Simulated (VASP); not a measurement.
# CuO (Tenorite) (C2/c) in VASP: a series of runs

The runs below take CuO (Tenorite) through band structure, with revTPSS, MS2.

Everything below comes from runs of VASP 6.6.1. Logs are shortened: lines on timing, memory, paths and dates and some standing lists are left out, and cuts for length are marked.

## 1. The crystal as given

The structure is monoclinic, space group C2/c (No. 15). Conventional cell: a = 4.684 Å, b = 3.423 Å, c = 5.129 Å, α = 90.00°, β = 99.54°, γ = 90.00°. Around Cu (site symmetry -1) lie 4 O at 1.95 to 1.96 Å. O (site symmetry 2) has 4 Cu at 1.95 to 1.96 Å as nearest neighbours.

## 2. Band structure, revTPSS

The input, INCAR:

```
ALGO = Normal ; EDIFF = 1E-6
ENCUT = 520 ; ISIF = 2
ISMEAR = -1 ; LASPH = True
LCHARG = False ; LMAXMIX = 4
LMIXTAU = True ; LREAL = False
LWAVE = False ; METAGGA = RTPSS
NBANDS = 25 ; NELM = 100
PREC = Accurate ; SIGMA = 0.05
```

The input, KPOINTS:

```
k-points
0
Gamma
  10 10 5
```

The input, POSCAR:

```
CuO
1.0
    2.3418500000     -1.7113000000      0.0000000000
    2.3418500000      1.7113000000      0.0000000000
   -0.8500274268      0.0000000000      5.0578693947
Cu O
2 2
Direct
    0.5000000000      0.0000000000      0.5000000000
    0.0000000000      0.5000000000      0.0000000000
    0.4184000000      0.5816000000      0.7500000000
    0.5816000000      0.4184000000      0.2500000000
```

The input, KPOINTS_OPT:

```
path GYFLI,I1ZF1,YX1,XGN,MG
10
line-mode
reciprocal
 0.0000000000  0.0000000000  0.0000000000  G
-0.5000000000 -0.5000000000  0.0000000000  Y

-0.5000000000 -0.5000000000  0.0000000000  Y
-0.5247847702 -0.5247847702  0.3275098836  F

-0.5247847702 -0.5247847702  0.3275098836  F
-0.5000000000 -0.5000000000  0.5000000000  L

-0.5000000000 -0.5000000000  0.5000000000  L
-0.6335075857 -0.3664924143  0.5000000000  I

-0.3664924143  0.3664924143  0.5000000000  I1
 0.0000000000  0.0000000000  0.5000000000  Z

 0.0000000000  0.0000000000  0.5000000000  Z
-0.4752152298 -0.4752152298  0.6724901164  F1

-0.5000000000 -0.5000000000  0.0000000000  Y
-0.6127316330 -0.3872683670  0.0000000000  X1

-0.3872683670  0.3872683670  0.0000000000  X
 0.0000000000  0.0000000000  0.0000000000  G

 0.0000000000  0.0000000000  0.0000000000  G
-0.5000000000  0.0000000000  0.0000000000  N

-0.5000000000  0.0000000000  0.5000000000  M
 0.0000000000  0.0000000000  0.0000000000  G
```

Potentials or basis: VASP PAW PBE potentials, release 64 (Cu, O).

Command:

```bash
> cat potpaw_PBE.64/Cu/POTCAR potpaw_PBE.64/O/POTCAR > POTCAR
> mpirun -np 1 vasp_std > vasp.out
```

OUTCAR:

```text
EDIFF = 1E-6
   ENCUT = 520
   ISIF = 2
   ISMEAR = -1
   LASPH = True
   LREAL = False
   METAGGA = RTPSS
   NELM = 100
   PREC = Accurate

 ion  position               nearest neighbor table
   1  0.500  0.000  0.500-   3 1.95   4 1.95   4 1.96   3 1.96
   2  0.000  0.500  0.000-   4 1.95   3 1.95   4 1.96   3 1.96
   3  0.418  0.582  0.750-   2 1.95   1 1.95   2 1.96   1 1.96
   4  0.582  0.418  0.250-   1 1.95   2 1.95   2 1.96   1 1.96

  LATTYP: Found a base centered monoclinic cell.
 ALAT       =     4.6837000000
 B/A-ratio  =     0.7307470589
 C/A-ratio  =     1.0950317057
 COS(beta)  =    -0.1657361228

  Lattice vectors:

 A1 = (   2.3418500000,  -1.7113000000,   0.0000000000)
 A2 = (   2.3418500000,   1.7113000000,   0.0000000000)
 A3 = (  -0.8500274268,   0.0000000000,   5.0578693947)

Analysis of symmetry for initial positions (statically):
=====================================================================
 Subroutine PRICEL returns:
 Original cell was already a primitive cell.

 Routine SETGRP: Setting up the symmetry group for a
 base centered monoclinic supercell.

 Subroutine GETGRP returns: Found  4 space group operations
 (whereof  2 operations were pure point group operations)
 out of a pool of  4 trial point group operations.

The static configuration has the point symmetry S_2 .
 The point group associated with its full space group is C_2h.

Analysis of symmetry for dynamics (positions and initial velocities):
=====================================================================
 Subroutine PRICEL returns:
 Original cell was already a primitive cell.

 Routine SETGRP: Setting up the symmetry group for a
 base centered monoclinic supercell.

 Subroutine GETGRP returns: Found  4 space group operations
 (whereof  2 operations were pure point group operations)
 out of a pool of  4 trial point group operations.

The dynamic configuration has the point symmetry S_2 .
 The point group associated with its full space group is C_2h.

 Subroutine INISYM returns: Found  4 space group operations
 (whereof  2 operations are pure point group operations),
 and found     1 'primitive' translations

----------------------------------------------------------------------------------------

                                     Primitive cell

  volume of cell :      40.5399

  direct lattice vectors                    reciprocal lattice vectors
     2.341850000 -1.711300000  0.000000000     0.213506416 -0.292175539  0.035881968
     2.341850000  1.711300000  0.000000000     0.213506416  0.292175539  0.035881968
    -0.850027427  0.000000000  5.057869395     0.000000000  0.000000000  0.197711709

  length of vectors
     2.900484289  2.900484289  5.128800000     0.363646877  0.363646877  0.197711709

  position of ions in fractional coordinates (direct lattice)
     0.500000000  0.000000000  0.500000000
     0.000000000  0.500000000  0.000000000
     0.418400000  0.581600000  0.750000000
     0.581600000  0.418400000  0.250000000

  ion indices of the primitive-cell ions
   primitive index   ion index
                 1           1
                 2           2
                 3           3
                 4           4

----------------------------------------------------------------------------------------

 KPOINTS: k-points

Automatic generation of k-mesh.
 Grid dimensions read from file:
 generate k-points for:   10   10    5

 Generating k-lattice:

  Cartesian coordinates                     Fractional coordinates (reciprocal lattice)
     0.021350642 -0.029217554  0.003588197     0.100000000  0.000000000  0.000000000
     0.021350642  0.029217554  0.003588197     0.000000000  0.100000000  0.000000000
     0.000000000  0.000000000  0.039542342     0.000000000  0.000000000  0.200000000

  Length of vectors
     0.036364688  0.036364688  0.039542342

  Shift w.r.t. Gamma in fractional coordinates (k-lattice)
     0.000000000  0.000000000  0.000000000

 Subroutine IBZKPT returns following result:
 ===========================================

 Found    141 irreducible k-points:

 Following reciprocal coordinates:
            Coordinates               Weight
  0.000000  0.000000  0.000000      1.000000
  0.100000 -0.000000  0.000000      4.000000
  0.200000 -0.000000  0.000000      4.000000
  0.300000 -0.000000  0.000000      4.000000
  0.400000 -0.000000  0.000000      4.000000
  0.500000 -0.000000  0.000000      2.000000
[... 16 lines left out ...]
  0.300000  0.300000  0.000000      2.000000
  0.400000  0.300000  0.000000      4.000000
 [... further k-points ...]
   k-points           NKPTS =    141   k-points in BZ     NKDIM =    141   number of bands    NBANDS=     25
   number of dos      NEDOS =    301   number of ions     NIONS =      4
   total plane-waves  NPLWV =  23040
   dimension x,y,z NGX =    24 NGY =   24 NGZ =   40
   dimension x,y,z NGXF=    48 NGYF=   48 NGZF=   80
   ions per type =               2   2
[... 62 lines left out ...]
  band No.  band energies     occupation
      1     -14.9866      2.00000
      2     -13.6931      2.00000
      3      -2.6545      2.00000
      4       0.0526      2.00000
      5       0.4277      2.00000
      6       2.2408      2.00000
[... 17 lines left out ...]
     24      21.8976      0.00000
     25      22.2429      0.00000

 k-point     2 :       0.1000   -0.0000    0.0000
  band No.  band energies     occupation
      1     -14.9204      2.00000
      2     -13.6710      2.00000
      3      -2.5422      2.00000
      4       0.0320      2.00000
      5       0.3942      2.00000
      6       1.4546      2.00000
[... 17 lines left out ...]
     24      21.6148      0.00000
     25      22.6635      0.00000

 k-point     3 :       0.2000   -0.0000    0.0000
  band No.  band energies     occupation
      1     -14.7410      2.00000
      2     -13.6129      2.00000
      3      -2.2409      2.00000
      4      -0.0537      2.00000
      5       0.1981      2.00000
      6       0.4773      2.00000
[... 17 lines left out ...]
     24      20.7547      0.00000
     25      22.2048      0.00000

 k-point     4 :       0.3000   -0.0000    0.0000
  band No.  band energies     occupation
      1     -14.5054      2.00000
      2     -13.5400      2.00000
      3      -1.8584      2.00000
      4      -0.7772      2.00000
      5      -0.1616      2.00000
      6       0.4098      2.00000
[... 17 lines left out ...]
     24      19.6194      0.00000
     25      21.7805      0.00000

 k-point     5 :       0.4000   -0.0000    0.0000
  band No.  band energies     occupation
      1     -14.3012      2.00000
      2     -13.4807      2.00000
      3      -1.5724      2.00000
      4      -1.4793      2.00000
      5      -0.2294      2.00000
      6       0.4347      2.00000
[... 17 lines left out ...]
     24      18.7086      0.00000
     25      21.4283      0.00000

 k-point     6 :       0.5000   -0.0000    0.0000
  band No.  band energies     occupation
      1     -14.2193      2.00000
      2     -13.4581      2.00000
      3      -1.7670      2.00000
      4      -1.4343      2.00000
      5      -0.2409      2.00000
      6       0.4495      2.00000
[... 17 lines left out ...]
     24      18.3786      0.00000
     25      21.2827      0.00000
[... 393 lines left out ...]
 k-point    21 :      -0.3000    0.2000    0.0000
  band No.  band energies     occupation
      1     -14.2391      2.00000
      2     -13.4562      2.00000
      3      -1.4124      2.00000
      4      -0.8886      2.00000
      5      -0.2148      2.00000
      6       0.1346      2.00000
[... 17 lines left out ...]
     24      18.8977      0.00000
     25      19.4258      0.00000

 k-point    22 :      -0.2000    0.2000    0.0000
  band No.  band energies     occupation
      1     -14.4512      2.00000
      2     -13.5141      2.00000
      3      -1.7578      2.00000
      4      -0.3051      2.00000
      5      -0.1476      2.00000
      6       0.1209      2.00000
[... 17 lines left out ...]
     24      19.4894      0.00000
     25      19.7168      0.00000

 k-point    23 :       0.3000    0.3000    0.0000
  band No.  band energies     occupation
      1     -14.2116      2.00000
      2     -13.4868      2.00000
      3      -1.2885      2.00000
      4      -0.8235      2.00000
      5       0.2219      2.00000
      6       0.2373      2.00000
[... 17 lines left out ...]
     24      20.3589      0.00000
     25      20.4617      0.00000

 k-point    24 :       0.4000    0.3000    0.0000
  band No.  band energies     occupation
      1     -14.0294      2.00000
      2     -13.4386      2.00000
      3      -1.3202      2.00000
      4      -0.9938      2.00000
      5      -0.0091      2.00000
      6       0.2646      2.00000
[... 17 lines left out ...]
     24      19.0820      0.00000
     25      20.0493      0.00000

 [... further k-points ...]

------------------------ aborting loop because EDIFF is reached ----------------------------------------

  FORCE on cell =-STRESS in cart. coord.  units (eV):
  Direction    XX          YY          ZZ          XY          YZ          ZX
  --------------------------------------------------------------------------------------
  -------------------------------------------------------------------------------------
  Total        0.5517270      0.3947723      0.5121643      0.0000000      0.0000000     -0.4433662
  in kB       21.8047952     15.6017891     20.2412373      0.0000000      0.0000000    -17.5222689
  external PRESSURE =      19.2159405 kB  Pullay stress =       0.0000000 kB

 VOLUME and BASIS-vectors are now :
 -----------------------------------------------------------------------------
  energy-cutoff  :      520.00
  volume of cell :       40.54
      direct lattice vectors                 reciprocal lattice vectors
     2.341850000 -1.711300000  0.000000000     0.213506416 -0.292175539  0.035881968
     2.341850000  1.711300000  0.000000000     0.213506416  0.292175539  0.035881968
    -0.850027427  0.000000000  5.057869395     0.000000000  0.000000000  0.197711709

 POSITION                                       TOTAL-FORCE (eV/Angst)
 -----------------------------------------------------------------------------------
      0.74591     -0.85565      2.52893         0.000000      0.000000      0.000000
      1.17092      0.85565      0.00000         0.000000      0.000000      0.000000
      1.70433      0.27928      3.79340        -0.000000     -0.119123     -0.000000
      2.12934     -0.27928      1.26447         0.000000      0.119123      0.000000
 -----------------------------------------------------------------------------------
    total drift:                                0.000000      0.000000     -0.000000

  FREE ENERGIE OF THE ION-ELECTRON SYSTEM (eV)
  ---------------------------------------------------
  free  energy   TOTEN  =       -13.3885959617 eV

  energy  without entropy=      -13.3697107628  energy(sigma->0) =      -13.37915336
```

Run time: 4.9 min. Hardware: 1 thread of Intel Xeon 6975P-C (Granite Rapids), shared host; peak memory 0.33 GiB.

Results:

```
Free energy             : -13.3886 eV
Pressure                : 1.9 GPa
Largest force           : 0.119 eV/Å
Band gap along the path : none (metal or under the smearing width)
```

Forces in eV/Å, atoms in the order of the input:
```
Cu   0.000  0.000  0.000
Cu   0.000  0.000  0.000
O    0.000 -0.119  0.000
O    0.000  0.119  0.000
```

Levels at the corners of the path, in eV from the Fermi level:
```csv
point,band 14,band 15,band 16,band 17,band 18,band 19,band 20,band 21
Γ,-2.27,-2.21,-1.75,0.21,0.96,1.60,5.83,8.25
Y,-2.16,-1.66,-1.26,-0.67,1.09,3.19,7.20,8.50
Y,-2.16,-1.66,-1.26,-0.67,1.09,3.19,7.20,8.50
F,-1.88,-1.37,-1.36,-0.67,0.19,4.12,6.13,8.75
F,-1.88,-1.37,-1.36,-0.67,0.19,4.12,6.13,8.75
L,-1.70,-1.34,-1.34,-0.41,-0.41,5.11,5.11,9.14
L,-1.70,-1.34,-1.34,-0.41,-0.41,5.11,5.11,9.14
I,-1.85,-1.53,-1.53,-0.29,-0.29,5.80,5.80,9.23
I1,-1.85,-1.53,-1.53,-0.29,-0.29,5.80,5.80,9.23
Z,-2.31,-1.55,-1.55,0.26,0.26,3.85,3.85,11.65
Z,-2.31,-1.55,-1.55,0.26,0.26,3.85,3.85,11.65
F1,-1.88,-1.37,-1.36,-0.67,0.19,4.12,6.13,8.75
Y,-2.16,-1.66,-1.26,-0.67,1.09,3.19,7.20,8.50
X1,-2.07,-1.44,-1.34,-1.34,0.91,4.78,7.18,7.81
X,-2.07,-1.44,-1.34,-1.34,0.91,4.78,7.18,7.81
Γ,-2.27,-2.21,-1.75,0.21,0.96,1.60,5.83,8.25
Γ,-2.27,-2.21,-1.75,0.21,0.96,1.60,5.83,8.25
N,-1.64,-1.54,-1.45,0.02,0.27,4.83,6.24,7.03
M,-2.21,-1.75,-1.65,-0.10,0.76,5.02,6.67,7.94
Γ,-2.27,-2.21,-1.75,0.21,0.96,1.60,5.83,8.25
```

Caveat: the PAW data sets were made with another functional, which shifts forces and pressure a little; the run has no spin polarisation, though such a crystal can be magnetic; semilocal functionals often make such compounds metallic where correlation or magnetic order opens a gap, which also shifts bond lengths.

## 3. Band structure, MS2

The input, INCAR:

```
ALGO     = Normal         # electronic algorithm
EDIFF    = 1E-6           # SCF threshold, eV
ENCUT    = 520            # plane-wave cutoff, eV
ISIF     = 2              # what is computed and relaxed
ISMEAR   = -1             # smearing method
LASPH    = True           # aspherical terms in the spheres
LCHARG   = False          # write CHGCAR
LMAXMIX  = 4              # l up to which the mixer works
LMIXTAU  = True         
LREAL    = False          # projectors in reciprocal space
LWAVE    = False          # write WAVECAR
METAGGA  = MS2            # meta-GGA
NELM     = 80             # most SCF steps
PREC     = Accurate       # precision mode
SIGMA    = 0.05           # smearing width, eV
```

KPOINTS is that of step 2.

POSCAR is that of step 2.

Changes to KPOINTS_OPT since step 2:

```diff
@@ -1,3 +1,3 @@
 path GYFLI,I1ZF1,YX1,XGN,MG
-10
+15
 line-mode
```

Potentials or basis: VASP PAW PBE potentials, release 64 (Cu, O).

Command:

```bash
> cat potpaw_PBE.64/Cu/POTCAR potpaw_PBE.64/O/POTCAR > POTCAR
> mpirun -np 1 vasp_std > vasp.out
```

Run time: 4.8 min. Hardware: 1 thread of Intel Xeon 6975P-C (Granite Rapids), shared host; peak memory 0.31 GiB.

Results (log left out):

- Free energy: -27.7077 eV
- Pressure: -1.1 GPa
- Largest force: 0.277 eV/Å
- Band gap along the path: none (metal or under the smearing width)

Forces in eV/Å, atoms in the order of the input:
```
Cu   0.000  0.000  0.000
Cu   0.000  0.000  0.000
O    0.000 -0.277  0.000
O    0.000  0.277  0.000
```

Stress tensor (GPa, compression positive):
```
-1.65  0.00 -0.83
 0.00  0.80  0.00
-0.83  0.00 -2.57
```

Levels at the corners of the path, in eV from the Fermi level:
```
point  band 15  band 16  band 17  band 18  band 19  band 20
    Γ    -2.45    -2.11     0.16     0.98     1.55     5.92
    Y    -1.64    -1.44    -0.79     1.11     3.19     7.12
    Y    -1.64    -1.44    -0.79     1.11     3.19     7.12
    F    -1.53    -1.44    -0.68     0.22     4.10     6.07
    F    -1.53    -1.44    -0.68     0.22     4.10     6.07
    L    -1.49    -1.49    -0.37    -0.37     5.08     5.08
    L    -1.49    -1.49    -0.37    -0.37     5.08     5.08
    I    -1.68    -1.68    -0.28    -0.28     5.77     5.77
   I1    -1.68    -1.68    -0.28    -0.28     5.77     5.77
    Z    -1.80    -1.80     0.28     0.28     3.83     3.83
    Z    -1.80    -1.80     0.28     0.28     3.83     3.83
   F1    -1.53    -1.44    -0.68     0.22     4.10     6.07
    Y    -1.64    -1.44    -0.79     1.11     3.19     7.12
   X1    -1.64    -1.50    -1.29     0.93     4.77     7.11
    X    -1.64    -1.50    -1.29     0.93     4.77     7.11
    Γ    -2.45    -2.11     0.16     0.98     1.55     5.92
    Γ    -2.45    -2.11     0.16     0.98     1.55     5.92
    N    -1.78    -1.58     0.04     0.29     4.78     6.26
    M    -1.94    -1.79    -0.15     0.76     5.01     6.60
    Γ    -2.45    -2.11     0.16     0.98     1.55     5.92
```

Caveat: the PAW data sets were made with another functional, which shifts forces and pressure a little; the run has no spin polarisation, though such a crystal can be magnetic; semilocal functionals often make such compounds metallic where correlation or magnetic order opens a gap, which also shifts bond lengths.

## 4. The reference run

An earlier run on the cell as given: functional PBE; potentials or basis VASP PAW PBE potentials, release 64 (Cu, O); cutoff 520 eV; k mesh 10 × 10 × 5; occupations fermi-dirac, width 0.05 eV; no spin polarisation.

* Pressure: 6.4 GPa
* Largest force: 0.219 eV/Å
* Band gap on the k mesh: none (metal or under the smearing width)

## 5. Overview

```csv
task,level,pressure (GPa),largest force (eV/Å)
band structure,revTPSS,1.9,0.12
band structure,MS2,-1.1,0.28
single point,PBE,6.4,0.22
```

Alike in all rows: potentials or basis VASP PAW PBE potentials, release 64 (Cu, O); no spin polarisation; cell as given; k mesh 10 × 10 × 5; cutoff (eV) 520; smearing fermi-dirac 0.05 eV.

The pressure there spans -1.1 GPa (MS2) to 6.4 GPa (PBE); a positive pressure means that this level wants a larger cell, a negative one a smaller.

Caveats: the run has no spin polarisation, though such a crystal can be magnetic; semilocal functionals often make such compounds metallic where correlation or magnetic order opens a gap, which also shifts bond lengths; the PAW data sets were made with another functional, which shifts forces and pressure a little (some runs).

Total energies depend on the potentials used, so only differences within one code and one set of settings carry meaning.
